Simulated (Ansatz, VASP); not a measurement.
In: VASP beside Ansatz

INCAR

```
PREC = Accurate
ENCUT = 520
EDIFF = 1E-8
ISMEAR = -1
SIGMA = 0.05
LREAL = F
LASPH = T
NELM = 60
ALGO = Normal
ISIF = 2
LWAVE = F
LCHARG = F
GGA = PS
LEFG = T
NBANDS = 12
```

The input KPOINTS:

```
Automatic mesh
0
Gamma
  14 14 14
```

The input POSCAR:

```
In
1.0
   -1.6261500000      1.6261500000      2.4739500000
    1.6261500000     -1.6261500000      2.4739500000
    1.6261500000      1.6261500000     -2.4739500000
In
1
Direct
    0.0000000000      0.0000000000      0.0000000000
```

Input for Ansatz:

```yaml
crystal:
  lattice:
    - [-1.62615, 1.62615, 2.47395]
    - [1.62615, -1.62615, 2.47395]
    - [1.62615, 1.62615, -2.47395]
  atoms:
    - { symbol: In, position: [0.0, 0.0, 0.0] }
kpoints:
  mp_grid: { grid: [14, 14, 14] }
  band_path:
    path:
      - [0.0, 0.0, 0.0]
      - [0.0, 0.0, 0.5]
      - [0.25, 0.25, 0.25]
      - [0.0, 0.5, 0.0]
      - [0.0, 0.0, 0.0]
      - [0.5, 0.5, -0.5]
      - [0.3580138334, 0.6419861666, -0.3580138334]
      - [-0.3580138334, 0.3580138334, 0.3580138334]
      - [0.0, 0.0, 0.0]
    npoints: 5
scf:
  occupations: { method: fermi_dirac, width: 0.05 }
hamiltonian:
  xc: pbesol
  pseudopotentials: { kind: paw }
output:
  forces: true
  stress: true
  eigenvalues: true
  efg: { contact_densities: true }
```

Alike in both runs: task electric field gradients; functional PBEsol; k mesh 14 × 14 × 14; occupations fermi-dirac, width 0.05 eV; no spin polarisation.

|  | VASP | Ansatz |
| --- | --- | --- |
| version | VASP 6.6.1 | Ansatz 0.2.0 |
| potentials or method | VASP PAW PBE potentials, release 64 (In_d) | PAW with Ansatz's default frozen-core files, scalar-relativistic |
| plane-wave cutoff (eV) | 520 | 420 |
| valence electrons in the cell | 13 | 13 |

```tsv
	VASP	Ansatz	Ansatz less VASP
pressure (GPa)	-1.1	-1.0	+0.04
largest component of the traceless stress (GPa)	0.23	0.23	+0.002
Vzz of the field gradient on the site that differs most (V/Å²)	21.3	21.7	+0.42
```

Ansatz warned: «gradients_without_spin_orbit».

Caveats: the PAW data sets were made with another functional, which shifts forces and pressure a little (VASP).
